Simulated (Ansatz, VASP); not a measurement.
# One calculation of PtSe2 (Sudovikovite), two programs

Contents of INCAR:

```
ALGO = Normal ; DIPOL = 0.5 0.5 0.500
EDIFF = 1E-7 ; ENCUT = 520
GGA = PE ; IDIPOL = 3
ISIF = 2 ; ISMEAR = 0
IVDW = 12 ; LASPH = T
LCHARG = F ; LDIPOL = T
LREAL = F ; LWAVE = F
NBANDS = 18 ; NELM = 100
PREC = Accurate ; SIGMA = 0.1
```

The input KPOINTS:

```
k-points
0
Gamma
  6 6 1
```

The input POSCAR:

```
PtSe2
1.0
    3.7714571386      0.0000000000      0.0000000000
   -1.8857285693      3.2661776913      0.0000000000
    0.0000000000      0.0000000000     31.1215005317
Se Pt
2 1
Direct
    0.6666666667      0.3333333333      0.4588588239
    0.3333333333      0.6666666667      0.5411411761
    0.0000000000      0.0000000000      0.5000000000
```

Input for Ansatz:

```yaml
crystal:
  lattice:
    - [3.7714571401, 0.0, 0.0]
    - [-1.88572857, 3.2661776926, 0.0]
    - [0.0, 0.0, 31.1215005226]
  atoms:
    - { symbol: Se, position: [0.6666666667, 0.3333333333, 0.458858824] }
    - { symbol: Pt, position: [0.0, 0.0, 0.5] }
    - { symbol: Se, position: [0.3333333333, 0.6666666667, 0.541141176] }
  periodic: [true, true, false]
basis:
  ecutwfc: 420
kpoints:
  mp_grid: { grid: [6, 6, 1] }
hamiltonian:
  xc: pbe
  dispersion: d3bj
scf:
  occupations: { method: gaussian, width: 0.1 }
output:
  forces: true
  stress: true
  eigenvalues: true
```

Alike in both runs: task single point; functional PBE; dispersion D3(BJ); k mesh 6 × 6 × 1; occupations gaussian, width 0.1 eV; no spin polarisation.

|  | VASP | Ansatz |
| --- | --- | --- |
| version | VASP 6.6.1 | Ansatz 0.2.0 |
| potentials or method | VASP PAW PBE potentials, release 64 (Se, Pt) | scalar-relativistic, plane waves, PAW |
| plane-wave cutoff (eV) | 520 | 420 |
| valence electrons in the cell | 22 | 50 |

```csv
,VASP,Ansatz,Ansatz less VASP
gap on the k mesh at the Fermi level (eV),1.64,1.65,+0.008
least direct gap on the mesh (eV),1.75,1.75,+0.007
rms of the force components (eV/Å),0.038,0.039,+0.0010
```

The two sets of potentials don't hold the same shells in valence.

Caveats: spin-orbit coupling is left out, which moves the levels of the heavy elements. Expect the measured gap to be larger: semilocal functionals such as PBE lack the derivative discontinuity.
